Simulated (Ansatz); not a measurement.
## GaN: energy along a strain

GaN, F-43m, a = 4.507 Å (as given, not relaxed at this level: -1.2 GPa). This isn't the usual stable structure of the compound. Ansatz: r2SCAN, PAW, 500 eV, Γ-centred 10×10×10 mesh on 2 atoms, Gaussian smearing 0.05 eV; no spin polarisation. Cell vectors (Å): 0.000 2.254 2.254; 2.254 0.000 2.254; 2.254 2.254 0.000. The cell is strained by x per cent times the pattern (0 0 1 0 0 0) in the order xx yy zz yz xz xy (engineering shears), with fractional coordinates held. y is the free energy over the start, V0 = 11.444 Å³/atom.

| x (%) | y (meV/atom) |
| --- | --- |
| -6.00 | ? |
| -4.50 | 16.91 |
| -3.00 | 6.60 |
| 0.00 | 0.00 |
| 1.50 | 3.49 |
| 4.50 | 23.51 |
| 6.00 | 39.81 |

Q: Fit y = c1 x + c2 x² + c3 x³ to the other rows, get the stiffness along the pattern, and predict the missing energy.

A: Least squares on the rows shown. y = 0.84334 x + 0.99799 x² − 0.0054473 x³. The clamped-ion stiffness p·C·p = 2 × 9.980 eV × 160.2 / 11.444 Å³ = 279 GPa, which is C33 in these axes (C11 of the cubic crystal) (second derivative at the start, which stands under stress). At x = -6.00 the fit asked for gives 32.04 meV/atom. The run gave 32.02 meV/atom, so the fit is 0.02 meV/atom too high, a small miss on the scale of the series.